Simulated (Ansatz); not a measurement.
Crystal: SnO2 (Cassiterite).

```xyz
6
Lattice="4.7380 0.0000 0.0000 0.0000 4.7380 0.0000 0.0000 0.0000 3.1865" Properties=species:S:1:pos:R:3 pbc="T T T"
Sn    2.3690    2.3690    1.5933
Sn    0.0000    0.0000    0.0000
O     3.8240    0.9140    1.5933
O     3.2830    3.2830    0.0000
O     0.9140    3.8240    1.5933
O     1.4550    1.4550    0.0000
```

Below is the output of Ansatz 0.2.0 for this cell. Logs are shortened: lines on timing, memory, paths and dates and some standing lists are left out, and cuts for length are marked.

```text
Warning: RAYON_NUM_THREADS=2 ignored (pool sized by the plan → 2); use --threads N
Engine: ansatz 0.2.0, aarch64-unknown-linux-gnu
Pseudopotentials: kind: paw
Pseudopotential: Sn, paw, valence charge 14, recommended cutoff 420 eV (normal), Sn.paw.azcp
Pseudopotential: O, paw, valence charge 6, recommended cutoff 420 eV (normal), O.paw.azcp
Functional definition: PBEsol
  exchange = pbesol_x
  correlation = pbesol_c
Crystal: 6 atoms, lattice volume = 71.533 Å³
Basis set: ecut = 420 eV, 1411 PW (Γ), exchange–correlation on 64×64×48 points (8 copies of the dense FFT grid, shifted against one another)
Bands: 32, of which v1, the nominal top of the filled ones, is band 26 counted from 1 (25 counted from 0)
Symmetry: 16 space group operations
Space group: P42/mnm (ITA 136), of the structure as read, at distance tolerance 4.2e-5 Å
k-points: 50 of 288
Non-local potential: Sn, projectors of the file, l = 0: 2, l = 1: 2, l = 2: 2, l = 3: 2
Non-local potential: O, projectors of the file, l = 0: 2, l = 1: 2, l = 2: 1
PAW form: soft (Blöchl's): semilocal exchange-correlation on the pseudo side does not see the compensation charge
PAW frozen core: Sn, regenerated for the run's functional, and the local potential with it (the file was generated under x = pbe(κ = 0.804, μ = 0.2195149727645171), c = pbe(β = 0.06672455060314922))
PAW frozen core: O, regenerated for the run's functional, and the local potential with it (the file was generated under x = pbe(κ = 0.804, μ = 0.2195149727645171), c = pbe(β = 0.06672455060314922))
PAW one-centre angular grid: Sn, 590 points (default); XC on 64 Gauss nodes
PAW one-centre angular grid: O, 110 points (default); XC on 64 Gauss nodes
Initial density: superposition of atomic densities (neutral atoms: chi_scale 0, normalization atom), corrected by the library's trained network
Initial wavefunctions: pseudopotential atomic-orbital guess
Functional: x = pbesol(κ = 0.804, μ = 0.12345679012345678), c = pbesol(β = 0.046)
[... 97 lines left out ...]
  E_core_change = 0.710831  (= ΣΔE_core)
  E_smearing   = -0.000000  (= −TS)
  E_closure    = 0.000000  (closes the sum)
  Σ components = -14143.063118   (vs F -14143.063118, Δ=0.00e0)
--- Forces (eV/Å), atoms counted from 1 ---
  atom   1  Sn    -0.00000000    -0.00000000     0.00000000
  atom   2  Sn    -0.00000000     0.00000000     0.00000000
  atom   3  O     -0.00000465     0.00000465     0.00000000
  atom   4  O      0.00000465     0.00000465     0.00000000
  atom   5  O      0.00000465    -0.00000465     0.00000000
  atom   6  O     -0.00000465    -0.00000465    -0.00000000
  max |Σ_I F_I| component: 1.73e-18 eV/Å
--- Stress (GPa, compression-positive) ---
        2.003964      -0.000000      -0.000000
       -0.000000       2.003964       0.000000
       -0.000000       0.000000       2.002729
  P = ⅓ Tr σ = 2.0036 GPa (20.036 kbar)
--- Band table (eV; the first three rows and the last of 50) ---
  k-point 0: bands = ["-11.8033", "-11.0339", "-10.7748", "-10.7541", "-10.7541", "-10.6818", "-10.6252", "-10.5374", "-10.5101", "-10.5101", "-9.6056", "-7.7533", "-7.7533", "-5.9582", "1.0510", "5.1541", "5.1541", "5.2491", "6.1137", "7.2067", "7.3031", "7.9778", "7.9778", "8.4642", "8.4642", "9.2431", "10.2671", "15.1804", "15.3321", "15.3321", "19.4345", "19.4979"]
  k-point 1: bands = ["-11.7310", "-10.9469", "-10.8980", "-10.8980", "-10.7470", "-10.6953", "-10.6190", "-10.5380", "-10.5304", "-10.5304", "-9.5214", "-7.5149", "-7.5149", "-6.0758", "1.0384", "5.1234", "5.2970", "5.2970", "6.1839", "6.2167", "7.1787", "7.4043", "7.4043", "8.4941", "8.4941", "9.1108", "11.2520", "15.4966", "15.9835", "15.9835", "18.4538", "20.4547"]
  k-point 2: bands = ["-11.5410", "-11.1933", "-11.1933", "-10.8221", "-10.6781", "-10.6726", "-10.6027", "-10.5691", "-10.5691", "-10.5409", "-9.2264", "-6.9882", "-6.9882", "-6.4466", "1.0649", "4.5698", "4.9609", "5.6365", "5.6365", "6.3914", "6.3914", "6.5178", "6.7030", "8.3924", "8.3924", "8.7381", "12.8634", "15.9631", "17.4137", "17.4137", "17.8504", "20.7381"]
  k-point 49: bands = ["-11.5415", "-11.5415", "-11.0913", "-11.0913", "-10.6217", "-10.6217", "-10.5557", "-10.5557", "-10.5156", "-10.5156", "-7.6896", "-7.6896", "-6.3751", "-6.3751", "1.1966", "1.1966", "4.1967", "4.1967", "6.6554", "6.6554", "6.8209", "6.8209", "8.2816", "8.2816", "8.4158", "8.4158", "13.8969", "13.8969", "17.9275", "17.9275", "20.0146", "20.0146"]
--- Relaxed structure (6 steps of the walk, 6 accepted, 2 SCFs on fresh bases) ---
  F+E_penalty+E_count = -14143.06311826 eV   max|allowed force component| = 4.649e-6 eV/Å   (the final SCF, on the basis selected at the relaxed cell)
  cell:  # Å, volume = 72.2999 Å³
    - [4.7485576374079175, 2.747752066544561e-34, -2.3355855822881776e-34]
    - [2.747752066544561e-34, 4.7485576374079175, -7.69370578632477e-34]
    - [-9.008867940036235e-35, -5.174333788122389e-34, 3.2063726162048676]
  atoms:
    - { symbol: Sn, position: [0.5, 0.5, 0.5] }
    - { symbol: Sn, position: [-1.6685607515914506e-21, 5.1487017477678043e-20, 7.902605782669878e-37] }
    - { symbol: O, position: [0.8060981432188659, 0.1939018567811343, 0.5] }
    - { symbol: O, position: [0.6939018567811344, 0.6939018567811344, 1.0751497973694725e-34] }
    - { symbol: O, position: [0.1939018567811343, 0.8060981432188659, 0.5] }
    - { symbol: O, position: [0.3060981432188658, 0.3060981432188658, -3.603073544624154e-35] }
```

What input gives this log?

Relaxation of cell and atoms with PBEsol, no spin polarisation. The files as run (others can give the same):

input.yaml
```yaml
crystal:
  lattice:
    - [4.738, 0.0, 0.0]
    - [0.0, 4.738, 0.0]
    - [0.0, 0.0, 3.1865]
  atoms:
    - { symbol: Sn, position: [0.5, 0.5, 0.5] }
    - { symbol: Sn, position: [0.0, 0.0, 0.0] }
    - { symbol: O, position: [0.8071, 0.1929, 0.5] }
    - { symbol: O, position: [0.6929, 0.6929, 0.0] }
    - { symbol: O, position: [0.1929, 0.8071, 0.5] }
    - { symbol: O, position: [0.3071, 0.3071, 0.0] }
hamiltonian:
  xc: pbesol
  pseudopotentials: { kind: paw }
kpoints:
  mp_grid: { grid: [6, 6, 8] }
scf:
  occupations: { method: fermi_dirac, width: 0.05 }
output:
  forces: true
  stress: true
  eigenvalues: true
relax:
  f_tol: 0.01
  max_steps: 40
  cell: { stress_tol: 0.05, p_target: 2.0 }
```

Potentials or basis: Ansatz PAW.
Command:
```sh
$ ansatz run input.yaml --threads 2 --pin off --max-ram 5632MiB --backend cpu --events-out ev --progress --plain --runs-dir out
```

Caveat: the plane-wave basis is chosen anew once the cell has moved, so the energies of steps on either side of that aren't comparable; the pressure holds a Pulay correction of +0.9 GPa for the finite cutoff; spin-orbit coupling is left out, which moves the levels of the heavy elements; the PAW data sets come from PBE, with cores solved anew for the run's functional, which leaves a small shift of forces and pressure.
